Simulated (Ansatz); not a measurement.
## Bands, cutoff and cost in G0W0 for MoS2/MoS2/MoS2 (multilayer of trigonal-prismatic sheets)

How do accuracy and time trade against each other in G0W0 on MoS2/MoS2/MoS2 (multilayer of trigonal-prismatic sheets)?

Program: Ansatz 0.2.0. Level of theory: G0W0 on PBE, plane waves, PAW. Results are calculated unless marked as measured.

## Step 1: Starting point

The cell holds 9 atoms: 3 Mo and 6 S. Its edges and angles: a = 3.151 Å, b = 3.151 Å, c = 53.700 Å, α = 90.0°, β = 90.0°, γ = 120.0°. Regions: layer 1 (MoS2), 3 atoms (1 Mo and 2 S); layer 2 (MoS2), 3 atoms (1 Mo and 2 S); layer 3 (MoS2), 3 atoms (1 Mo and 2 S). Vacuum lies along c.

As a file:

```cif
data_structure
_symmetry_space_group_name_H-M 'P 1'
_symmetry_Int_Tables_number 1
_cell_length_a 3.1509
_cell_length_b 3.1509
_cell_length_c 53.7000
_cell_angle_alpha 90.000
_cell_angle_beta 90.000
_cell_angle_gamma 120.000
_cell_volume 461.72
loop_
_atom_site_label
_atom_site_type_symbol
_atom_site_fract_x
_atom_site_fract_y
_atom_site_fract_z
_atom_site_occupancy
Mo1 Mo 0.33333 0.66667 0.38729 1
S2 S 0.66667 0.33333 0.41646 1
S3 S 0.66667 0.33333 0.35810 1
Mo4 Mo 0.66667 0.33333 0.50000 1
S5 S 0.33333 0.66667 0.52915 1
S6 S 0.33333 0.66667 0.47085 1
Mo7 Mo 0.33333 0.66667 0.61271 1
S8 S 0.66667 0.33333 0.64190 1
S9 S 0.66667 0.33333 0.58354 1
```

The structure was relaxed with PBE-D3(BJ). The runs that relaxed it are not among those shown. The default PAW set here is soft_2. Its files were made with PBE. The Coulomb interaction is cut off across the vacuum.

## Step 2: 245 empty bands, screening to 38 eV

Now the one-shot GW correction: screening in the RPA, then the self-energy of the levels asked for.

Input file input.yaml:

```yaml
crystal:
  lattice:
    - [3.1509200992, 0.0, 0.0]
    - [-1.5754600496, 2.7287768512, 0.0]
    - [0.0, 0.0, 53.7]
  atoms:
    - { symbol: Mo, position: [0.3333333333, 0.6666666667, 0.3872916355] }
    - { symbol: S, position: [0.6666666667, 0.3333333333, 0.4164551226] }
    - { symbol: S, position: [0.6666666667, 0.3333333333, 0.3580969431] }
    - { symbol: Mo, position: [0.6666666667, 0.3333333333, 0.5] }
    - { symbol: S, position: [0.3333333333, 0.6666666667, 0.5291484204] }
    - { symbol: S, position: [0.3333333333, 0.6666666667, 0.4708515796] }
    - { symbol: Mo, position: [0.3333333333, 0.6666666667, 0.6127083645] }
    - { symbol: S, position: [0.6666666667, 0.3333333333, 0.6419030569] }
    - { symbol: S, position: [0.6666666667, 0.3333333333, 0.5835448774] }
  periodic: [true, true, false]
kpoints:
  mp_grid: { grid: [9, 9, 1] }
hamiltonian:
  xc: pbe
scf:
  occupations: { method: fixed }
gw:
  n_empty_bands: 245
  ecut_chi: 38
  qp_bands: [v3, c3]
  qp_kpoints: band_edges
  screening: { model: contour_deformation }
```

The run is started by

```
$ ansatz run input.yaml --threads 3 --pin off --max-ram 92160MiB --backend cuda --events-out ev --progress --plain --runs-dir out --devices 1 --max-vram 13GiB  # rebuilt from the run's record
```

Numbers of over 12 decimals in the logs are rounded to 6 here.

The program printed:

```text
GPUs: using 1 of 1 available (devices: 1).
Engine: ansatz 0.2.0, x86_64-unknown-linux-gnu
Pseudopotentials: kind: paw
Pseudopotential: Mo, paw, valence charge 14, recommended cutoff 420 eV (normal), Mo.paw.azcp
Pseudopotential: S, paw, valence charge 6, recommended cutoff 420 eV (normal), S.paw.azcp
Functional definition: PBE
  parameter kappa = 0.804
  parameter beta = 0.066725
  exchange = pbe_x(kappa = kappa, mu = beta*pi^2/3)
  correlation = pbe_c(beta = beta)
device memory: the entry about to start is reckoned to put 4.6 GiB on a device that reports 33.4 GiB free (of which the cap on the GPU budget leaves the run 13.0 GiB)
GPU FFT provider: cuFFT
GPU libraries: cuBLAS 13.8.2, cuFFT 12.4.0, cuSOLVER 12.3.4
Crystal: 9 atoms, lattice volume = 461.721 Å³
Basis set: ecut = 420 eV, 8939 PW (Γ)
Bands: 48, of which v1, the nominal top of the filled ones, is band 39 counted from 1 (38 counted from 0)
Symmetry: 12 space group operations
Space group: P-6m2 (ITA 187), of the structure as read, at distance tolerance 7.7e-5 Å
k-points: 12 of 81 (time reversal used)
Non-local potential: Mo, projectors of the file, l = 0: 3, l = 1: 2, l = 2: 2, l = 3: 1
Non-local potential: S, projectors of the file, l = 0: 2, l = 1: 2, l = 2: 2
PAW form: soft (Blöchl's): semilocal exchange-correlation on the pseudo side does not see the compensation charge
PAW one-centre angular grid: Mo, 590 points (default); XC on 64 Gauss nodes
PAW one-centre angular grid: S, 110 points (default); XC on 64 Gauss nodes
Initial density: superposition of atomic densities (neutral atoms: chi_scale 0, normalization atom), corrected by the library's trained network
Initial wavefunctions: pseudopotential atomic-orbital guess
GPU buffer pool allocated for 207360 grid points (all kernels)
GPU transforms: local potential and band sums: pruned to the plane-wave sphere, on 24×24×360
Functional: x = pbe(κ = 0.804, μ = 0.219515), c = pbe(β = 0.066725)
SCF iter   1: F=—  HF=-20288.267852 eV  |F-HF|=—  |Δ(HF+E_count)|=         —  Δρ=3.43e-3  dr2=1.12e-1  ethr=1.77e-3  ⟨swp⟩=7.3  Hψ=3154  notcnv=0  defer=77
preconditioner: auto → Resta (q_TF=auto, 2.029 Å⁻¹)  ε∞=3.6  [insulator: Δε(μ)=1.031 eV  Ē_g=7.813 eV  n_scr=34 (ndim 8)  ℏωp=12.7 eV  f_vac=0.650  ε∞_Penn≈3.6  vacuum switching on, ρ_ref=4.4e-3 e/Å³]
SCF iter   2: F=—  HF=-20288.282945 eV  |F-HF|=—  |Δ(HF+E_count)|=   1.51e-2  Δρ=2.31e-3  dr2=8.28e-2  ethr=1.44e-4  ⟨swp⟩=4.1  Hψ=1279  notcnv=0  defer=83
SCF iter   3: F=—  HF=-20288.278150 eV  |F-HF|=—  |Δ(HF+E_count)|=   4.79e-3  Δρ=1.51e-3  dr2=3.06e-3  ethr=1.06e-4  ⟨swp⟩=3.4  Hψ=872  notcnv=0  defer=81
SCF iter   4: F=—  HF=-20288.283816 eV  |F-HF|=—  |Δ(HF+E_count)|=   5.67e-3  Δρ=2.50e-4  dr2=6.09e-4  ethr=3.92e-6  ⟨swp⟩=3.4  Hψ=1366  notcnv=0  defer=84
SCF iter   5: F=—  HF=-20288.283805 eV  |F-HF|=—  |Δ(HF+E_count)|=   1.10e-5  Δρ=8.25e-5  dr2=6.85e-5  ethr=7.81e-7  ⟨swp⟩=3.1  Hψ=1136  notcnv=0  defer=83
SCF iter   6: F=—  HF=-20288.283803 eV  |F-HF|=—  |Δ(HF+E_count)|=   2.28e-6  Δρ=5.50e-5  dr2=2.53e-5  ethr=8.78e-8  ⟨swp⟩=3.8  Hψ=1253  notcnv=0  defer=83
SCF iter   7: F=—  HF=-20288.283803 eV  |F-HF|=—  |Δ(HF+E_count)|=   1.20e-7  Δρ=1.12e-5  dr2=1.51e-6  ethr=3.24e-8  ⟨swp⟩=3.2  Hψ=1063  notcnv=0  defer=83
SCF iter   8: F=—  HF=-20288.283803 eV  |F-HF|=—  |Δ(HF+E_count)|=   4.19e-7  Δρ=7.46e-6  dr2=7.16e-7  ethr=1.93e-9  ⟨swp⟩=3.3  Hψ=1301  notcnv=0  defer=83
SCF iter   9: F=—  HF=-20288.283803 eV  |F-HF|=—  |Δ(HF+E_count)|=   1.04e-7  Δρ=3.34e-6  dr2=1.07e-7  ethr=9.18e-10  ⟨swp⟩=2.8  Hψ=948  notcnv=0  defer=81
SCF iter  10: F=-20288.283803 eV  HF=-20288.283803 eV  |F-HF|=1.90e-9  |Δ(HF+E_count)|=   1.83e-9  Δρ=8.81e-7  dr2=5.43e-9  ethr=1.28e-10  ⟨swp⟩=15.9  Hψ=2763  notcnv=0
SCF 1 converged in 10 iterations: F = -20288.283803 eV  dr2 = 5.43e-9
  greatest PAW one-centre occupation: 0.998 electrons in one spin orbital (limit 2), on the Mo atom at site 3 (counted from 0), in its partial waves of l = 0
device memory: the entry about to start is reckoned to put 5.6 GiB (of the 5.7 GiB reckoned in all, the device holds 0.1 GiB already) on a device that reports 33.2 GiB free (of which the cap on the GPU budget leaves the run 12.9 GiB)
NSCF: frozen V_eff on 12 k-points
the band table was solved once the SCF had ended and its energy, with any forces and stress, was formed, with the checks that follow a solve (2955 applications of the Hamiltonian). They found nothing against the state; the energy, forces and stress were not computed again (output.eigenvalues in the input reference)
device memory: the entry about to start is reckoned to put 6.2 GiB on a device that reports 33.4 GiB free (of which the cap on the GPU budget leaves the run 13.0 GiB)
NSCF: frozen V_eff on 12 k-points
G₀W₀ screening: q 1/12
[... further progress lines ...]
device memory: the entry about to start is reckoned to put 1.4 GiB on a device that reports 22.7 GiB free (of which the cap on the GPU budget leaves the run 13.0 GiB)
NSCF: frozen V_eff on 1 k-points
SCF converged after 10 iterations
Free energy (F): -20288.283803 eV
Harris-Foulkes:  -20288.283803 eV  (|F-HF|=1.90e-9)
Internal energy: -20288.283803 eV  (E = F + TS)
E sigma→0 (E₀):  -20288.283803 eV
Fermi energy:    -5.300747 eV
--- Per-component energies (eV) ---
  E_band       = -1729.169492
  E_kinetic    = 1970.670455
  E_local      = -489868.807848  (includes V_loc(G=0)·N_el)
  E_nonlocal   = 597.685887
  E_hartree    = 243623.981933
  E_xc         = -1136.583046
  E_vxc        = -1216.469211  (∫ρ·V_xc dr)
  E_paw        = -13204.739051  (= ΣΔE_a)
  E_vpaw       = -460.209945  (= ΣTr[D̂ρ^β])
  E_aug_tail   = 0.000121  (compensation charges beyond the density's cutoff)
  E_ewald      = 237729.507747
  E_smearing   = -0.000000  (= −TS)
  E_closure    = -0.000000  (closes the sum)
  Σ components = -20288.283803   (vs F -20288.283803, Δ=0.00e0)
--- Band table (eV; the first three rows and the last of 12) ---
  k-point 0: bands = [... 35 lower, -6.9552, -6.2681, -5.6312, -5.3007, -3.1160, -3.1160, -3.0957, -3.0957, ... 5 higher]
  k-point 1: bands = [... 35 lower, -6.6520, -6.2856, -5.8202, -5.6418, -3.3191, -3.2972, -3.2834, -3.2783, ... 5 higher]
  k-point 2: bands = [... 35 lower, -6.8764, -6.5850, -6.4900, -6.4852, -3.9278, -3.7032, -3.5432, -3.4415, ... 5 higher]
  k-point 11: bands = [... 35 lower, -8.0082, -6.0103, -5.9352, -5.8675, -4.1471, -4.1366, -4.1355, -3.3425, ... 5 higher]
--- G₀W₀: contour deformation, 7 samples at zero and on the imaginary axis and 2 off it, 81 q-points, 245 empty bands' worth ---
  eigenvalues of the whole cell's RPA ε∞ on this k-mesh (on a slab, of 1 + 4πα/V) = 1.2847, 5.8700, 5.8700; static W/v taken at q = 0 is 0.310294
  gw.qp_kpoints: band_edges: 11 of 12 stored k-points solved, in 1 pass; an edge of the gap read off the rows below is read off those points alone
    valence top: of the k-points left out ik 8 came nearest to being solved in a further pass, in band 39 (counted from 1, as in the quasiparticle table): it holds the edge there only if its correction is more favourable than any solved in that band by at least 0.924 eV; those differ by 0.275 eV
    conduction bottom: of the k-points left out ik 8 came nearest to being solved in a further pass, in band 40 (counted from 1, as in the quasiparticle table): it holds the edge there only if its correction is more favourable than any solved in that band by at least 0.587 eV; those differ by 0.299 eV
    ik  band        ε_KS         Σx   Σc(E_QP)       V_xc       Z   E_QP_lin       E_QP  E_QP is
     0    37     -6.2681   -18.6549     1.4845   -17.5198  0.7353    -5.9210    -5.9187  root
     0    38     -5.6312   -19.1705     1.4110   -18.1736  0.7442    -5.2194    -5.2170  root
     0    39     -5.3007   -19.5826     1.1319   -18.9627  0.7458    -4.7917    -4.7887  root
     0    40     -3.1160   -13.8096    -3.6613   -18.5105  0.7448    -2.0466    -2.0763  root
     0    41     -3.1160   -13.8096    -3.6613   -18.5105  0.7448    -2.0466    -2.0763  root
     0    42     -3.0957   -13.7650    -3.6565   -18.4675  0.7405    -2.0174    -2.0496  root
     1    37     -6.2856   -18.8920     1.5252   -17.7343  0.7355    -5.9206    -5.9182  root
     1    38     -5.8202   -19.2474     1.5367   -18.1128  0.7435    -5.4205    -5.4181  root
     1    39     -5.6418   -19.4747     1.2953   -18.6575  0.7447    -5.1667    -5.1637  root
     1    40     -3.3191   -13.7073    -3.5534   -18.2099  0.7363    -2.3417    -2.3699  root
     1    41     -3.2972   -13.7571    -3.6599   -18.4147  0.7419    -2.2702    -2.2996  root
     1    42     -3.2834   -13.7125    -3.7256   -18.4759  0.7434    -2.2146    -2.2456  root
     2    37     -6.5850   -19.2760     1.6598   -18.0114  0.7327    -6.1928    -6.1898  root
     2    38     -6.4900   -19.3001     1.6741   -18.0146  0.7351    -6.1042    -6.1015  root
     2    39     -6.4852   -19.3056     1.6074   -18.1140  0.7371    -6.0722    -6.0693  root
     2    40     -3.9278   -13.6143    -3.4631   -17.9972  0.7458    -2.9875    -3.0080  root
     2    41     -3.7032   -13.6917    -3.5477   -18.1931  0.7407    -2.7247    -2.7495  root
     2    42     -3.5432   -14.4036    -3.4773   -18.8897  0.7377    -2.5049    -2.5344  root
     3    37     -7.0306   -18.6551     1.8182   -17.1435  0.7306    -6.7261    -6.7240  root
     3    38     -6.8994   -18.8924     1.7974   -17.4187  0.7316    -6.5779    -6.5757  root
     3    39     -6.8262   -19.0323     1.7538   -17.6374  0.7349    -6.4698    -6.4673  root
     3    40     -3.7788   -14.3094    -3.7234   -19.0269  0.7395    -2.7577    -2.7847  root
     3    41     -3.7163   -15.3854    -3.6881   -20.1766  0.7354    -2.5784    -2.6131  root
     3    42     -3.6433   -15.4153    -3.7051   -20.2332  0.7315    -2.4930    -2.5305  root
[...]
10    41     -3.7911   -15.9944    -3.5114   -20.6132  0.7325    -2.6488    -2.6838  root
    10    42     -3.7185   -16.2074    -3.5657   -20.8968  0.7328    -2.5584    -2.5949  root
    11    37     -6.0103   -19.0585     0.9358   -18.6286  0.7429    -5.5076    -5.5043  root
    11    38     -5.9352   -19.2086     0.9060   -18.8173  0.7403    -5.4240    -5.4206  root
    11    39     -5.8675   -19.3775     0.8944   -19.0329  0.7426    -5.3215    -5.3178  root
    11    40     -4.1471   -16.2284    -3.2546   -20.5851  0.7425    -3.0172    -3.0450  root
    11    41     -4.1366   -16.2201    -3.2544   -20.5896  0.7377    -2.9917    -3.0214  root
    11    42     -4.1355   -16.2163    -3.2539   -20.5853  0.7378    -2.9908    -3.0204  root
```

Run time: 2.3 min. Hardware: 1 × NVIDIA H100 80GB HBM3 (shared by 6 runs) with 3 threads of AMD EPYC 7R13 (Zen 3), shared host; peak memory 1.9 GiB; 3.5 min of CPU time.

Numbers from this step:

* bands summed: 284
* plane waves in the screening matrix: 275
* q-points in the mesh: 81
* G0W0 gap on the mesh: 1.481 eV
* k of the valence top: 0, 0, 0
* k of the conduction bottom: 0.1111, 0.2222, 0
* starting gap on the mesh: 1.081 eV
* Z at the valence top: 0.7458
* Z at the conduction bottom: 0.7494
* least direct G0W0 gap on the computed points: 2.273 eV

The gap on the mesh goes from 1.08 eV to 1.48 eV, a correction of +0.40 eV. Between the two edge states, bare exchange in place of the xc potential would open the gap by 4.87 eV, and correlation takes back 4.47 eV.

## Step 3: 614 empty bands, screening to 70 eV

Bands and screening cutoff are moved together, since each hides the error of the other.

input.yaml: that of step 2 with these lines changed.

```diff
@@ -22,5 +22,6 @@
   occupations: { method: fixed }
+  convergence: { dr2_threshold: 1.0e-10 }
 gw:
-  n_empty_bands: 245
-  ecut_chi: 38
+  n_empty_bands: 614
+  ecut_chi: 70.0
   qp_bands: [v3, c3]
```

The program printed:

```text
GPUs: using 1 of 1 available (devices: 1).
[...]
GPU FFT provider: cuFFT
GPU libraries: cuBLAS 13.8.2, cuFFT 12.4.0, cuSOLVER 12.3.4
Crystal: 9 atoms, lattice volume = 461.721 Å³
Basis set: ecut = 420 eV, 8939 PW (Γ)
Bands: 48, of which v1, the nominal top of the filled ones, is band 39 counted from 1 (38 counted from 0)
[... 1 set-up line as in the run before ...]
[...]
k-points: 12 of 81 (time reversal used)
[...]
GPU buffer pool allocated for 207360 grid points (all kernels)
[...]
SCF iter   1: F=—  HF=-20288.267852 eV  |F-HF|=—  |Δ(HF+E_count)|=         —  Δρ=3.43e-3  dr2=1.12e-1  ethr=1.77e-3  ⟨swp⟩=7.3  Hψ=3154  notcnv=0  defer=77
[...]
SCF iter  12: F=-20288.283803 eV  HF=-20288.283803 eV  |F-HF|=2.95e-10  |Δ(HF+E_count)|=  1.71e-10  Δρ=4.98e-8  dr2=1.76e-11  ethr=1.00e-12  ⟨swp⟩=16.5  Hψ=2954  notcnv=0
SCF 1 converged in 12 iterations: F = -20288.283803 eV  dr2 = 1.76e-11
[...]
NSCF: frozen V_eff on 12 k-points
[...]
G₀W₀ screening: q 1/12
[... further progress lines ...]
[...]
SCF converged after 12 iterations
Free energy (F): -20288.283803 eV
[...]
Internal energy: -20288.283803 eV  (E = F + TS)
E sigma→0 (E₀):  -20288.283803 eV
Fermi energy:    -5.300592 eV
[...]
--- Band table (eV; the first three rows and the last of 12) ---
  k-point 0: bands = [... 35 lower, -6.9550, -6.2679, -5.6310, -5.3006, -3.1158, -3.1158, -3.0955, -3.0955, ... 5 higher]
  k-point 1: bands = [... 35 lower, -6.6518, -6.2854, -5.8201, -5.6416, -3.3190, -3.2971, -3.2832, -3.2781, ... 5 higher]
  k-point 2: bands = [... 35 lower, -6.8763, -6.5849, -6.4898, -6.4850, -3.9276, -3.7031, -3.5430, -3.4413, ... 5 higher]
  k-point 11: bands = [... 35 lower, -8.0081, -6.0101, -5.9350, -5.8674, -4.1470, -4.1364, -4.1354, -3.3423, ... 5 higher]
[...]
0    37     -6.2679   -18.6549     1.1778   -17.5198  0.7285    -6.2252    -6.2252  root
     0    38     -5.6310   -19.1705     1.0650   -18.1736  0.7362    -5.5629    -5.5628  root
     0    39     -5.3006   -19.5826     0.7672   -18.9627  0.7374    -5.1535    -5.1532  root
     0    40     -3.1158   -13.8096    -4.0105   -18.5105  0.7365    -2.4139    -2.4254  root
     0    41     -3.1158   -13.8096    -4.0105   -18.5105  0.7365    -2.4139    -2.4254  root
     0    42     -3.0955   -13.7650    -4.0014   -18.4675  0.7320    -2.3821    -2.3944  root
     1    37     -6.2854   -18.8920     1.2115   -17.7342  0.7284    -6.2318    -6.2317  root
     1    38     -5.8201   -19.2474     1.1943   -18.1128  0.7355    -5.7603    -5.7603  root
[...]
11    39     -5.8674   -19.3775     0.5382   -19.0329  0.7349    -5.6743    -5.6738  root
    11    40     -4.1470   -16.2284    -3.6305   -20.5851  0.7343    -3.4103    -3.4208  root
    11    41     -4.1364   -16.2201    -3.6272   -20.5896  0.7296    -3.3823    -3.3941  root
    11    42     -4.1354   -16.2163    -3.6269   -20.5853  0.7296    -3.3815    -3.3933  root
```

Elapsed: 5 min, on 1 × NVIDIA H100 80GB HBM3 (shared by 6 runs) with 3 threads; peak memory 3.4 GiB; 8.3 min of CPU time.

Numbers from this step:

```
bands summed                                 : 653
plane waves in the screening matrix          : 601
q-points in the mesh                         : 81
G0W0 gap on the mesh                         : 1.532 eV
k of the valence top                         : 0, 0, 0
k of the conduction bottom                   : 0.1111, 0.2222, 0
starting gap on the mesh                     : 1.081 eV
Z at the valence top                         : 0.7374
Z at the conduction bottom                   : 0.7420
least direct G0W0 gap on the computed points : 2.253 eV
```

Against the run with 9×9×1 mesh, 245 empty bands, screening to 38 eV, the gap moves by +0.05 eV.

## Step 4: The runs together

Times are wall times on 1 × NVIDIA H100 80GB HBM3 (shared by 6 runs) with 3 threads of AMD EPYC 7R13 (Zen 3), shared host, good to a factor of about two.

```csv
mesh,files,frequency,bands summed,cutoff (eV),start (eV),G0W0 (eV),time,host memory (GiB)
9×9×1,default PAW,contour deformation,284,38,1.081,1.481,2.3 min,1.9
9×9×1,default PAW,contour deformation,653,70,1.081,1.532,5 min,3.4
```

How the two edges are built up, in eV (the quasiparticle level is the starting level plus Σx plus Σc less Vxc):

```csv
run,edge,start,Σx,Σc,Vxc,Z,QP
284 bands,valence top,-5.30,-19.58,1.13,-18.96,0.75,-4.79
284 bands,conduction bottom,-4.22,-13.68,-3.34,-17.93,0.75,-3.31
653 bands,valence top,-5.30,-19.58,0.77,-18.96,0.74,-5.15
653 bands,conduction bottom,-4.22,-13.68,-3.65,-17.93,0.74,-3.62
```

## Step 5: Outcome

| Item | Value |
| --- | --- |
| 284 bands, 38 eV | 1.481 eV |
| 653 bands, 70 eV | 1.532 eV |
| estimated limit in bands and cutoff | 1.57 eV |
| mesh and start | 9×9×1, PBE |

A line in one over the bands through the two rungs gives 1.57 eV, +0.04 eV from the top rung; with two points alone it is an unchecked estimate. The rungs stand 0.09 eV (284 bands) and 0.04 eV (653 bands) from it. From 284 to 653 bands the gap moves by +0.05 eV while the time grows 2.1-fold. Σc changes by −0.36 eV at the valence top and −0.31 eV at the conduction bottom, so the levels themselves move more than the gap between them. The 9×9×1 mesh misses a band edge: over a band path and its finer mesh (run apart) the PBE gap is 1.01 eV, so the G0W0 gap over the zone may lie about 0.08 eV below its value on the mesh. The mesh in the plane is coarse for a sheet; gap and any exciton binding can still move on denser ones. The many-body steps are scalar-relativistic: spin-orbit coupling is not in them.

[Paths, hosts, dates, memory and timing lines, banners, echoed tables and standing remarks are left out of the program output.]

[Logs are printed without paths, hosts, clocks, repeated set-up lines and the standing remarks that a program may print on its own settings, such as how far it seeks lower states.]

[Runs of the session that timed out or met a known fault of the program may be left out.]

[Cells called generated may have been cut or substituted from an entry of the Crystallography Open Database or the Materials Project.]

[Hosts, paths, dates, database ids (printed as entryN), source tags and the programs' standing remarks are cut or masked in the printed files.]
